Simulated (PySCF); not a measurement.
# Isomerisation enthalpies of C5H12

**What was measured.**

From CRC Handbook of Chemistry and Physics, for the gas at 298.15 K: enthalpy of formation of `CC(C)(C)C` -168 kJ/mol; enthalpy of formation of `CCC(C)C` -153.6 kJ/mol; enthalpy of formation of `CCCCC` (pentane) -146.9 kJ/mol.

The runs below try to reproduce these values; the comparison stands at the end.

Differences of these values give the isomerisation enthalpies. Geometries: PBE0-D3(BJ)/def2-TZVP; runs in PySCF, gas phase, with a dispersion term only where the level names one. Total electronic energies (Eh):

| SMILES | PBE0-D3(BJ)/def2-TZVP | PBE0/pcSseg-2 |
| --- | --- | --- |
| CC(C)(C)C | -197.59895 | -197.59115 |
| CCC(C)C | -197.59580 | -197.58860 |
| CCCCC | -197.59499 | -197.58862 |

Zero-point and thermal terms are left out, so the computed numbers are electronic energies.

**Comparison with experiment**

Relative to `CC(C)(C)C`, the lowest by measurement, in kJ/mol (measured: enthalpies at 298.15 K; computed: electronic energies):

```
   SMILES  measured  PBE0-D3(BJ)/def2-TZVP  PBE0/pcSseg-2
CC(C)(C)C       0.0                    0.0            0.0
  CCC(C)C      14.4                    8.3            6.7
    CCCCC      21.1                   10.4            6.7
```

Measured values: -168 kJ/mol (298.15 K; CRC Handbook of Chemistry and Physics) for the first row; the others come from the same table. Mean unsigned miss over the other isomers: PBE0-D3(BJ)/def2-TZVP 8.4, PBE0/pcSseg-2 11.1 kJ/mol. One conformer stands for `CCC(C)C` and `CCCCC`, not necessarily the lowest, while the measurement averages over conformers. Where a level misses, the cause wasn't examined.
